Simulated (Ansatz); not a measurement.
# A series in volume per atom on AlN

All results are calculated (Ansatz 0.2.0). Density functional stress and forces at fixed atoms, pressure and stress positive in compression, spin-unpolarised plane waves.

Cell of the first row (space group P6_3mc, No. 186):
```
CELL_PARAMETERS angstrom
2.95140 0.00000 0.00000
-1.47570 2.55600 0.00000
0.00000 0.00000 4.72970
ATOMIC_POSITIONS crystal
Al 0.33333 0.66667 0.99628
Al 0.66667 0.33333 0.49628
N 0.33333 0.66667 0.37872
N 0.66667 0.33333 0.87872
```

Settings of every row: periodic directions 3; functional PBE; spin orbit no; potentials PAW; wave cutoff 420 eV; k mesh 12x12x6; smearing width 0.02 eV.

```
row  volume per atom (Å³)  pressure (GPa)
  1                  8.92           48.12
  2                 9.204           37.27
  3                 9.495           27.61
  4                 9.792           19.02
  5                 9.942           15.09
  6                10.403            4.65
  7                10.719           -1.31
  8                 11.04           -6.55
  9                11.368               ?
 10                11.702          -15.18
 11                11.858          -16.86
```

Question: what pressure should row 9 give?

Worked fit of pressure. Take u = (V_r/V)^(2/3) − 1 with V_r = 10.172 Å³ an atom, which is twice the finite (Eulerian) strain; such expansions in the strain, on which the Birch-Murnaghan equation of state is built, carry the rest volume and the bulk modulus. The shown rows have u = 0.09151, 0.06894, 0.04699, 0.02571, 0.01536, -0.01486, -0.03432, -0.05313, -0.08918, -0.09719. Least squares give pressure = 9.611 + 344.88 × u + 789.1 × u² + 440 × u³ GPa; a parabola predicts inner rows, each left out in turn, worse (root mean square 0.082 against 0.011 GPa). The rows lie off it by 0.00, -0.01, 0.01, 0.01, -0.01, -0.01, 0.00, 0.00, 0.00, 0.00. The pressure vanishes at u = -0.0299, or V = 10.65 Å³ an atom, and there the bulk modulus with atoms relaxed is B = −V dP/dV = (2/3)(1 + u) dP/du = 193 GPa. The withheld row has u = -0.07143, so the fit gives 9.611 + 344.88 × (-0.07143) + 789.1 × (-0.07143)² + 440 × (-0.07143)³ = -11.16 GPa.

The calculation gave -11.16 GPa. The fit meets it to the printed digit.
